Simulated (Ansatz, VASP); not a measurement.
## Nb in VASP and in Ansatz

File INCAR:

```
SYSTEM = Nb
  PREC = Accurate
  ENCUT = 520
  EDIFF = 1E-6
  ISMEAR = 0
  SIGMA = 0.1
  LREAL = .False.
  LASPH = .True.
  NELM = 80
  ALGO = Normal
  ISIF = 2
  LWAVE = .False.
  LCHARG = .False.
  GGA = PS
  NBANDS = 12
```

The input KPOINTS:

```
regular mesh
0
Gamma
  18 18 18
  0 0 0
```

The input POSCAR:

```
Nb
1.0
    0.0000000000      2.1150000000      2.1150000000
    2.1150000000      0.0000000000      2.1150000000
    2.1150000000      2.1150000000      0.0000000000
Nb
1
Direct
    0.0000000000      0.0000000000      0.0000000000
```

Input for Ansatz:

```yaml
crystal:
  lattice:
    - [0.0, 2.115, 2.115]
    - [2.115, 0.0, 2.115]
    - [2.115, 2.115, 0.0]
  atoms:
    - { symbol: Nb, position: [0.0, 0.0, 0.0] }
basis:
  ecutwfc: 420
kpoints:
  mp_grid: { grid: [18, 18, 18] }
hamiltonian:
  xc: pbesol
scf:
  occupations: { method: gaussian, width: 0.1 }
output:
  forces: true
  stress: true
  eigenvalues: true
  populations: true
```

Alike in both runs: task single point; functional PBEsol; k mesh 18 × 18 × 18; occupations gaussian, width 0.1 eV; no spin polarisation.

```csv
,VASP,Ansatz
version,VASP 6.6.1,Ansatz 0.2.0
potentials or method,"VASP PAW PBE potentials, release 64 (Nb_sv)","scalar-relativistic, plane waves, PAW"
plane-wave cutoff (eV),520,420
valence electrons in the cell,13,13
```

VASP gave:

```
gap on the k mesh at the Fermi level (eV) : none
pressure (GPa)                            : -7.2
```

Which values does Ansatz return?

gap on the k mesh at the Fermi level (eV): none; pressure (GPa): -6.9.

A gap of «none» marks a metal or a gap that the smearing closes.

Caveats: the PAW data sets were made with another functional, which shifts forces and pressure a little (VASP).
